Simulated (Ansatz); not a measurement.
## A series in volume per atom on TePb

Periodic Kohn-Sham DFT of a crystal at fixed atoms; pressure and stress are positive in compression; the energy is the free energy less that of spherical unpolarised free atoms; site moments are those in the method's own spheres, positive along +z. The results are calculated, by Ansatz 0.2.0.

Cell of the first row (space group Fm-3m, No. 225):
```
cell vectors (Å)
   0.0000     3.1834     3.1834
   3.1834     0.0000     3.1834
   3.1834     3.1834     0.0000
atoms (fractions of the cell vectors)
Te  0.50000  0.50000  0.50000
Pb  0.00000  0.00000  0.00000
```

Settings of every row: method frozen-core PAW; functional PBE; relativity scalar; k mesh 11x11x11; filling fermi-dirac; smearing width 0.08 eV; wave cutoff 420 eV; paw set soft_2.

Atom start moment: 0 on all atoms.

Limits: no spin-orbit coupling on heavy atoms.

```
row  volume per atom (Å³)  pressure (GPa)
  1                 32.26           4.471
  2                32.932               ?
  3                33.604           2.306
  4                34.277           1.383
  5                34.949           0.552
```

Question: what pressure should row 2 give?

Worked fit of pressure. Take u = (V_r/V)^(2/3) − 1 with V_r = 33.941 Å³ an atom, which is twice the finite (Eulerian) strain; such expansions in the strain, on which the Birch-Murnaghan equation of state is built, carry the rest volume and the bulk modulus. The shown rows have u = 0.03444, 0.00667, -0.00655, -0.01932. Least squares give pressure = 1.8317 + 69.956 × u + 193.85 × u² GPa; a straight line predicts inner rows, each left out in turn, worse (root mean square 0.086 against 0.0025 GPa). The rows lie off it by 0.000, -0.001, 0.001, -0.001. The withheld row has u = 0.02032, so the fit gives 1.8317 + 69.956 × (0.02032) + 193.85 × (0.02032)² = 3.333 GPa.

The calculation gave 3.331 GPa. The fit lies 0.002 GPa (0.051 % of the column's range) above it; its largest miss of a shown row is 0.001 GPa.
